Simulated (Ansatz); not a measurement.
# AlFe: a fit and a missing row

AlFe, Pm-3m, a = 2.874 Å. The structure is a COD entry; whether it is the stable form wasn't checked. Ansatz: PBE, PAW, 420 eV, Γ-centred 14×14×14 mesh on 2 atoms, Gaussian smearing 0.10 eV; collinear spin, largest moment 0.7 μB. Symmetry fixes shape and atoms, so the cell is only scaled; pressure is positive in compression.

| V (Å³/atom) | P (GPa) |
| --- | --- |
| 11.161 | 12.44 |
| 11.517 | 5.72 |
| 11.874 | -0.01 |
| 12.230 | ? |
| 12.586 | -9.03 |

**Question.** Take V0 = 11.874 Å³/atom, count pressures from its P0 = -0.01 GPa, fit the third-order Birch–Murnaghan form to the other rows, and predict the missing pressure.

**Answer.** With the Eulerian strain f = ½[(V0/V)^(2/3) − 1] and y = (P − P0)/[3f(1 + 2f)^(5/2)], the form is the line y = B0 + 1.5 B0 (B0′ − 4) f. Rows (f, y): 0.02107, 177.7; 0.01028, 176.6; -0.01904, 174.0. Means f = 0.004103, y = 176.10; Σ(Δf)² = 0.0008616, ΣΔfΔy = 0.07884; the slope is their ratio. y = 175.7 + 91.50 f GPa, so B0 = 175.7 GPa and B0′ = 4 + 2 × (91.50)/(3 × 175.7) = 4.35. At V = 12.230, f = -0.00975, y = 174.81 and P = -4.88 GPa. The run gave -4.89 GPa, so the fit is 0.01 GPa too high, a small miss on the scale of the series.

Only parallel moments were tried here.